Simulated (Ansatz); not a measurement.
Slab of fcc Sb (111), 6 layers

The slab is cut from the fcc crystal, which needn't be the stable phase, as relaxed on PAW files (27.52 Å³/atom), with 16 Å of vacuum and a dipole correction:

```
Sb
1.0
     3.38884    0.00000    0.00000
    -1.69442    2.93482    0.00000
     0.00000    0.00000   29.83490
Sb
6
Direct
  0.16667 0.33333 0.26814
  0.50000 0.00000 0.36089
  0.83333 0.66667 0.45363
  0.16667 0.33333 0.54637
  0.50000 0.00000 0.63911
  0.83333 0.66667 0.73186
```

Level of theory: DFT with PBE, scalar-relativistic, in Ansatz 0.2.0; a Γ-centred 11×11×1 k mesh, Fermi–Dirac smearing of 0.1 eV, no spin polarisation. LAPW: all electrons, basis error target 1 meV/atom; PAW: frozen-core files, cutoff 420 eV.

The bulk energy comes from a cell in the slab's orientation on a 11×11×4 mesh. The surface energy is (E(slab) − N·E(bulk))/2A at zero smearing, the mean of both faces; thin slabs carry quantum-size effects.

Spin–orbit coupling is left out, which matters for the heavy atoms.

Question: As cut, the LAPW slab lies 0.408 eV above 6 atoms of bulk. What surface energy is that?

Answer: Over two faces of 9.95 Å² it is 20.5 meV/Å², and times 16.02 J/m² per eV/Å² that gives γ = 0.329 J/m².

```tsv
method	γ as cut (J/m²)	γ relaxed (J/m²)	Φ as cut (eV)	Φ relaxed (eV)
LAPW	0.329	0.221	4.32	3.92
PAW	0.329	0.221	4.31	3.92
```

Question: How do the spacings between the planes relax?

Answer: From the bottom face up: d12 -11.1 % of 2.767 Å, d23 +11.0 % of 2.767 Å, d34 -11.1 % of 2.767 Å, d45 +11.0 % of 2.767 Å, d56 -11.1 % of 2.767 Å.
